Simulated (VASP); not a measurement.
# Si2Mo (I4/mmm) in VASP: further runs

Runs on Si2Mo. Level: PBEsol. Tasks: relaxation of cell and atoms.

All numbers are computed with VASP 6.6.1; they aren't measurements. Logs are shortened: lines on timing, memory, paths and dates and some standing lists are left out, and cuts for length are marked.

## 1. The structure

The structure is tetragonal, space group I4/mmm (No. 139). The conventional cell has a = 3.200 Å, b = 3.200 Å, c = 7.861 Å, α = 90.00°, β = 90.00°, γ = 90.00°. Around Si (site symmetry 4mm) lie 5 Si at 2.61 to 2.63 Å and 5 Mo at 2.62 Å. Around Mo (site symmetry 4/mmm) lie 10 Si at 2.62 Å.

## 2. Relaxation of cell and atoms, PBEsol

INCAR

```
PREC     = Accurate       # precision mode
ENCUT    = 520            # plane-wave cutoff, eV
EDIFF    = 1E-7           # SCF threshold, eV
ISMEAR   = 0              # smearing method
SIGMA    = 0.1            # smearing width, eV
LREAL    = False          # projectors in reciprocal space
LASPH    = True           # aspherical terms in the spheres
NELM     = 60             # most SCF steps
ALGO     = Normal         # electronic algorithm
ISIF     = 3              # what is computed and relaxed
LWAVE    = False          # write WAVECAR
LCHARG   = False          # write CHGCAR
GGA      = PS             # functional
IBRION   = 2              # ionic algorithm
NSW      = 80             # ionic steps
EDIFFG   = -0.002         # ionic threshold
```

KPOINTS

```
regular mesh
0
Gamma
  18 18 18
```

POSCAR

```
Si2Mo
1.0
   -1.6000000000      1.6000000000      3.9305000000
    1.6000000000     -1.6000000000      3.9305000000
    1.6000000000      1.6000000000     -3.9305000000
Si Mo
2 1
Direct
    0.3330000000      0.3330000000      0.0000000000
    0.6670000000      0.6670000000      0.0000000000
    0.0000000000      0.0000000000      0.0000000000
```

Potentials or basis: VASP PAW PBE potentials, release 64 (Si, Mo_sv).

The run is started by

```console
$ cat potpaw_PBE.64/Si/POTCAR potpaw_PBE.64/Mo_sv/POTCAR > POTCAR
$ mpirun -np 1 vasp_std > vasp.out
```

OUTCAR:

```text
PREC = Accurate
   ENCUT = 520
   EDIFF = 1E-7
   ISMEAR = 0
   LREAL = False
   LASPH = True
   NELM = 60
   ISIF = 3
   GGA = PS
   IBRION = 2
   NSW = 80
   EDIFFG = -0.002

 ion  position               nearest neighbor table
   1  0.333  0.333  0.000-   2 2.61   2 2.61   2 2.61   2 2.61   3 2.62   3 2.62   3 2.62   3 2.62
                             3 2.62   2 2.63
   2  0.667  0.667  0.000-   1 2.61   1 2.61   1 2.61   1 2.61   3 2.62   3 2.62   3 2.62   3 2.62
                             3 2.62   1 2.63
   3  0.000  0.000  0.000-   2 2.62   1 2.62   2 2.62   1 2.62   2 2.62   1 2.62   1 2.62   2 2.62
                             1 2.62   2 2.62

  LATTYP: Found a body centered tetragonal cell.
 ALAT       =     3.2000000000
 C/A-ratio  =     2.4565625000

  Lattice vectors:

 A1 = (  -1.6000000000,   1.6000000000,   3.9305000000)
 A2 = (   1.6000000000,  -1.6000000000,   3.9305000000)
 A3 = (   1.6000000000,   1.6000000000,  -3.9305000000)

Analysis of symmetry for initial positions (statically):
=====================================================================
 Subroutine PRICEL returns:
 Original cell was already a primitive cell.

 Routine SETGRP: Setting up the symmetry group for a
 body centered tetragonal supercell.

 Subroutine GETGRP returns: Found 16 space group operations
 (whereof 16 operations were pure point group operations)
 out of a pool of 16 trial point group operations.

The static configuration has the point symmetry D_4h.

Analysis of symmetry for dynamics (positions and initial velocities):
=====================================================================
 Subroutine PRICEL returns:
 Original cell was already a primitive cell.

 Routine SETGRP: Setting up the symmetry group for a
 body centered tetragonal supercell.

 Subroutine GETGRP returns: Found 16 space group operations
 (whereof 16 operations were pure point group operations)
 out of a pool of 16 trial point group operations.

The dynamic configuration has the point symmetry D_4h.

 Subroutine INISYM returns: Found 16 space group operations
 (whereof 16 operations are pure point group operations),
 and found     1 'primitive' translations

----------------------------------------------------------------------------------------

                                     Primitive cell

  volume of cell :      40.2483

  direct lattice vectors                    reciprocal lattice vectors
    -1.600000000  1.600000000  3.930500000     0.000000000  0.312500000  0.127210279
     1.600000000 -1.600000000  3.930500000     0.312500000  0.000000000  0.127210279
     1.600000000  1.600000000 -3.930500000     0.312500000  0.312500000  0.000000000

  length of vectors
     4.535287229  4.535287229  4.535287229     0.337399918  0.337399918  0.441941738

  position of ions in fractional coordinates (direct lattice)
     0.333000000  0.333000000  0.000000000
     0.667000000  0.667000000  0.000000000
     0.000000000  0.000000000  0.000000000

  ion indices of the primitive-cell ions
   primitive index   ion index
                 1           1
                 2           2
                 3           3

----------------------------------------------------------------------------------------

 KPOINTS: regular mesh

Automatic generation of k-mesh.
 Grid dimensions read from file:
 generate k-points for:   18   18   18

 Generating k-lattice:

  Cartesian coordinates                     Fractional coordinates (reciprocal lattice)
     0.000000000  0.017361111  0.007067238     0.055555556  0.000000000  0.000000000
     0.017361111  0.000000000  0.007067238     0.000000000  0.055555556  0.000000000
     0.017361111  0.017361111  0.000000000     0.000000000  0.000000000  0.055555556

  Length of vectors
     0.018744440  0.018744440  0.024552319

  Shift w.r.t. Gamma in fractional coordinates (k-lattice)
     0.000000000  0.000000000  0.000000000

 Subroutine IBZKPT returns following result:
 ===========================================

 Found    480 irreducible k-points:

 Following reciprocal coordinates:
            Coordinates               Weight
  0.000000  0.000000  0.000000      1.000000
  0.055556  0.000000 -0.000000      8.000000
  0.111111  0.000000 -0.000000      8.000000
  0.166667  0.000000 -0.000000      8.000000
  0.222222  0.000000 -0.000000      8.000000
  0.277778  0.000000 -0.000000      8.000000
[... 16 lines left out ...]
 -0.277778  0.055556  0.000000     16.000000
 -0.222222  0.055556  0.000000     16.000000
 [... further k-points ...]
   k-points           NKPTS =    480   k-points in BZ     NKDIM =    480   number of bands    NBANDS=     15
   number of dos      NEDOS =    301   number of ions     NIONS =      3
   total plane-waves  NPLWV =  46656
   dimension x,y,z NGX =    36 NGY =   36 NGZ =   36
   dimension x,y,z NGXF=    72 NGYF=   72 NGZF=   72
   ions per type =               2   1
   NGX,Y,Z   is equivalent  to a cutoff of  13.20, 13.20, 13.20 a.u.
   NGXF,Y,Z  is equivalent  to a cutoff of  26.39, 26.39, 26.39 a.u.
 SYSTEM =  unknown system
   PREC   = accura    normal or accurate (medium, high low for compatibility)
   ISTART =      0    job   : 0-new  1-cont  2-samecut
   ICHARG =      2    charge: 1-file 2-atom 10-const
   ISPIN  =      1    spin polarized calculation?
   LNONCOLLINEAR =      F non collinear calculations
   LSORBIT =      F    spin-orbit coupling
   LASPH  =      T    aspherical Exc in radial PAW
   ENCUT  =  520.0 eV  38.22 Ry    6.18 a.u.   8.43  8.43  8.43*2*pi/ulx,y,z
   NELM   =     60;   NELMIN=  2; NELMDL= -5     # of ELM steps
   EDIFF  = 0.1E-06   stopping-criterion for ELM
   LREAL  =      F    real-space projection
   EDIFFG = -.2E-02   stopping-criterion for IOM
   NSW    =     80    number of steps for IOM
   IBRION =      2    ionic relax: 0-MD 1-quasi-New 2-CG
   NFREE  =      1    steps in history (QN), initial steepest desc. (CG)
   ISIF   =      3    stress and relaxation
   ISYM   =      2    0-nonsym 1-usesym 2-fastsym
   POTIM  = 0.5000    time-step for ionic-motion
   TEBEG  =    0.0;   TEEND  =   0.0 temperature during run
   PSTRESS=    0.0 pullay stress
   NELECT =      22.0000    total number of electrons
   NUPDOWN=      -1.0000    fix difference up-down
   EMIN   =  10.00;   EMAX   =-10.00  energy-range for DOS
   EFERMI =   0.00;   METHOD = LEGACY
   ISMEAR =     0;   SIGMA  =   0.10  broadening in eV -4-tet -1-fermi 0-gaus
   EFERMI_NEDOS =   21; number of points for ismear=-14 and -15
   IALGO  =     38    algorithm
   IMIX   =      4    mixing-type and parameters
     AMIX     =   0.40;   BMIX     =  1.00
     AMIX_MAG =   1.60;   BMIX_MAG =  1.00
  volume/ion in A,a.u.               =      13.42        90.54
  Fermi-wavevector in a.u.,A,eV,Ry     =   1.338546  2.529484 24.377614  1.791704
  Thomas-Fermi vector in A             =   2.467007
   LORBIT       =      0    0 simple, 1 ext, 2 COOP (PROOUT), +10 PAW based schemes
   GGA     = PS    functional components
   LHFCALC =     F    Hartree Fock is set to
   AEXX    =    0.0000 exact exchange contribution
   IVDW    =     0    specifies the selected vdW correction
   LEPSILON=     F    determine dielectric tensor
   LRPA    =     F    only Hartree local field effects (RPA)
 conjugate gradient relaxation of ions
 non-spin polarized calculation
 Gauss-broadening in eV      SIGMA  =   0.10
  energy-cutoff  :      520.00
  volume of cell :       40.25
 maximum number of plane-waves:      1112
 NGX is ok and might be reduce to    36
   NGX = 17   NGY = 17   NGZ = 17

--------------------------------------- Ionic step        1  -------------------------------------------

 number of electron      22.0000000 magnetization

 Free energy of the ion-electron system (eV)
  ---------------------------------------------------
  ext. energy  EPLUGINS =         0.00000000
  ---------------------------------------------------
  free energy    TOTEN  =       -25.07167831 eV

  energy without entropy =      -25.07056679  energy(sigma->0) =      -25.07112255

------------------------ aborting loop because EDIFF is reached ----------------------------------------

  FORCE on cell =-STRESS in cart. coord.  units (eV):
  Direction    XX          YY          ZZ          XY          YZ          ZX
  --------------------------------------------------------------------------------------
  -------------------------------------------------------------------------------------
  Total       -0.4881721     -0.4881721     -0.8144577      0.0000000      0.0000000      0.0000000
  in kB      -19.4328171    -19.4328171    -32.4213689      0.0000000      0.0000000      0.0000000
  external PRESSURE =     -23.7623344 kB  Pullay stress =       0.0000000 kB
[... 207 lines left out ...]
  energy  without entropy=      -25.0789960620  energy(sigma->0) =      -25.07958766

--------------------------------------- Ionic step        7  -------------------------------------------

 number of electron      22.0000000 magnetization

 Free energy of the ion-electron system (eV)
  ---------------------------------------------------
  ext. energy  EPLUGINS =         0.00000000
  ---------------------------------------------------
  free energy    TOTEN  =       -25.08018068 eV

  energy without entropy =      -25.07899796  energy(sigma->0) =      -25.07958932

 E-fermi :  12.3120     XC(G=0): -12.5543

 val. band max:       12.3114956143   @ k =  -0.3333  -0.3333   0.2778
 cond. band min:      12.3160967922   @ k =  -0.0556   0.0556   0.0000
 fundamental gap:      0.0046011779
 Fermi energy:        12.3119530491

 k-point     1 :       0.0000    0.0000    0.0000
  band No.  band energies     occupation
      1     -48.2975      2.00000
      2     -22.4866      2.00000
      3     -22.4039      2.00000
      4     -22.4039      2.00000
      5      -1.1748      2.00000
      6       5.8532      2.00000
      7       8.9181      2.00000
      8       9.1795      2.00000
      9       9.6744      2.00000
     10       9.6744      2.00000
     11      12.6929      0.00000
     12      15.4493      0.00000
     13      15.5347      0.00000
     14      15.8642      0.00000
     15      15.8642      0.00000
[... 397 lines left out ...]
 k-point    24 :      -0.2222    0.0556    0.0000
  band No.  band energies     occupation
      1     -48.2889      2.00000
      2     -22.5152      2.00000
      3     -22.4763      2.00000
      4     -22.4014      2.00000
      5      -0.3000      2.00000
      6       5.9360      2.00000
      7       7.2286      2.00000
      8       9.0345      2.00000
      9       9.6804      2.00000
     10      10.4855      2.00000
     11      10.9985      2.00000
     12      14.1739      0.00000
     13      14.5685      0.00000
     14      16.4410      0.00000
     15      16.7068      0.00000

 [... further k-points ...]

------------------------ aborting loop because EDIFF is reached ----------------------------------------

  FORCE on cell =-STRESS in cart. coord.  units (eV):
  Direction    XX          YY          ZZ          XY          YZ          ZX
  --------------------------------------------------------------------------------------
  -------------------------------------------------------------------------------------
  Total       -0.0018809     -0.0018809     -0.0027996      0.0000000      0.0000000      0.0000000
  in kB       -0.0755923     -0.0755923     -0.1125118      0.0000000      0.0000000      0.0000000
  external PRESSURE =      -0.0878988 kB  Pullay stress =       0.0000000 kB
[... 18 lines left out ...]
  FREE ENERGIE OF THE ION-ELECTRON SYSTEM (eV)
  ---------------------------------------------------
  free  energy   TOTEN  =       -25.0801806831 eV

  energy  without entropy=      -25.0789979597  energy(sigma->0) =      -25.07958932

 reached required accuracy - stopping structural energy minimisation
```

It took 13 min on 1 thread of Intel Xeon Platinum 8488C (Sapphire Rapids), shared host; peak memory 0.44 GiB.

What came out:

- Free energy: -25.0802 eV
- Relaxed volume: 13.29 Å³/atom
- Relaxed cell: a = 4.517 Å, b = 4.517 Å, c = 4.517 Å, α = 138.61°, β = 138.61°, γ = 59.96°
- Space group after relaxing (to 0.05 Å): I4/mmm (No. 139)
- Energy gained by relaxing: 2.8 meV/atom
- Ionic steps: 7
- Pressure after relaxing: 0.0 GPa
- Band gap on the k mesh: none (metal or under the smearing width)

Step by step:
| step | energy change (eV) | largest force (eV/Å) | pressure (GPa) | volume (Å³) |
| --- | --- | --- | --- | --- |
| 1 | 0.0000 | 0.3274 | -2.38 | 40.25 |
| 2 | 0.0026 | 0.0421 | 4.54 | 39.10 |
| 3 | -0.0067 | 0.1668 | 0.70 | 39.71 |
| 4 | -0.0085 | 0.0043 | -0.01 | 39.87 |
| 5 | -0.0085 | 0.0001 | 0.00 | 39.87 |
| 6 | -0.0085 | 0.0008 | -0.02 | 39.87 |
| 7 | -0.0085 | 0.0006 | -0.01 | 39.87 |

Final structure:
```
Si Mo
1.0
    -1.59608    1.59608    3.91236
     1.59608   -1.59608    3.91236
     1.59608    1.59608   -3.91236
Si Mo
2 1
Direct
  0.33506 0.33506 0.00000
  0.66494 0.66494 0.00000
  0.00000 0.00000 0.00000
```

Caveat: the PAW data sets were made with another functional, which shifts forces and pressure a little.

## 3. Relaxation of cell and atoms, PBEsol

This run uses another cell than the first one, of 13.29 Å³/atom, 0.991 times its volume.

INCAR is that of step 2.

KPOINTS is that of step 2.

POSCAR

```
Si2Mo                                   
1.0
   -1.5960844205      1.5960844205      3.9123553834
    1.5960844205     -1.5960844205      3.9123553834
    1.5960844205      1.5960844205     -3.9123553834
  Si              Mo            
     2     1
Direct
     0.3350551951750183    0.3350551951750183    0.0000000000000000
     0.6649448048249816    0.6649448048249816    0.0000000000000000
     0.0000000000000000    0.0000000000000000    0.0000000000000000
```

Potentials or basis: VASP PAW PBE potentials, release 64 (Si, Mo_sv).

The run is started by

```console
$ cat potpaw_PBE.64/Si/POTCAR potpaw_PBE.64/Mo_sv/POTCAR > POTCAR
$ mpirun -np 1 vasp_std > vasp.out
```

Wall time 4 min (1 thread of Intel Xeon Platinum 8488C (Sapphire Rapids), shared host); peak memory 0.43 GiB.

It converged, with:

```yaml
Free_energy: -25.0801 eV
Pressure_after_relaxing: 0.0 GPa
Band_gap_on_the_k_mesh: none (metal or under the smearing width)
```

Final structure:
```
CELL_PARAMETERS angstrom
-1.59608 1.59608 3.91236
1.59608 -1.59608 3.91236
1.59608 1.59608 -3.91236
ATOMIC_POSITIONS crystal
Si 0.33506 0.33506 0.00000
Si 0.66494 0.66494 0.00000
Mo 0.00000 0.00000 0.00000
```

Levels at points of the mesh, in eV from the Fermi level:
```
           k point  band 8  band 9  band 10  band 11  band 12  band 13  band 14  band 15
(0.00, 0.00, 0.00)   -3.13   -2.64    -2.64     0.38     3.14     3.22     3.55     3.55
(0.50, 0.00, 0.00)   -4.51   -2.62    -2.60    -0.52     2.28     3.13     4.14     4.22
(0.50, 0.50, 0.00)   -5.17   -4.47    -3.10    -1.22     2.33     2.77     3.18     3.37
(0.50, 0.50, 0.50)   -2.23   -0.59    -0.59    -0.46    -0.46     0.52     4.77     5.24
```

Caveat: the relaxation stopped at its first step, so nothing moved; the PAW data sets were made with another functional, which shifts forces and pressure a little.
